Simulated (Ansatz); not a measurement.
# PbSe: a single-point run

Wanted: a converged single-point run for PbSe, and a check of what comes out. The structure is shown as the input types it. The cell is built on a prototype (zincblende) and needn't be the phase found in nature.

Program: Ansatz 0.2.0. Level of theory: density functional or hybrid calculation with the settings of its input, plane waves (as first typed). These are calculated values, not measurements.

9 further runs of the same task are left out: 1 for a known fault of the program, 8 that didn't finish.

**1. The structure to begin with**

Symmetry: F-43m, No. 216, cubic system. The conventional cell has a = 6.846 Å, b = 6.846 Å, c = 6.846 Å, α = 90.00°, β = 90.00°, γ = 90.00°. Around Pb (site symmetry -43m) lie 4 Se at 2.96 Å. Se (site symmetry -43m) is surrounded by 4 Pb at 2.96 Å.

As a file:

```
CELL_PARAMETERS angstrom
0.00000 3.42320 3.42320
3.42320 0.00000 3.42320
3.42320 3.42320 0.00000
ATOMIC_POSITIONS crystal
Pb 0.00000 0.00000 0.00000
Se 0.25000 0.25000 0.25000
```

**2. Input and run**

Input file input.yaml:

```yaml
crystal:
  lattice:
    - [0.0, 3.423204131, 3.423204131]
    - [3.423204131, 0.0, 3.423204131]
    - [3.423204131, 3.423204131, 0.0]
  atoms:
    - { symbol: Pb, position: [0.0, 0.0, 0.0] }
    - { symbol: Se, position: [0.25, 0.25, 0.25] }
kpoints:
  mp_grid: { grid: [4, 4, 4] }
hamiltonian:
  xc: r2scan
scf:
  occupations: { method: fixed }
  n_extra_bands: 4
  max_iter: 64
output:
  forces: true
  stress: true
  eigenvalues: true
basis:
  ecutwfc: 120
```

The run is started by

```bash
ansatz run input.yaml --threads 4 --pin off --max-ram 3686MiB --backend cpu --events-out ev --progress --plain --runs-dir out
```

**Question.** How will this run end, and is anything wrong with its input?

The run converged and reported no error, with warnings (cutoff below recommended). Its log warns: «basis.ecutwfc = 120 eV is below the records' recommended 500 eV ...»

In the input, basis.ecutwfc is 120. The cutoff lies far under what these potentials need. The potentials' recommended cutoff is 500 eV.

The test: delete basis.ecutwfc (the default then holds).
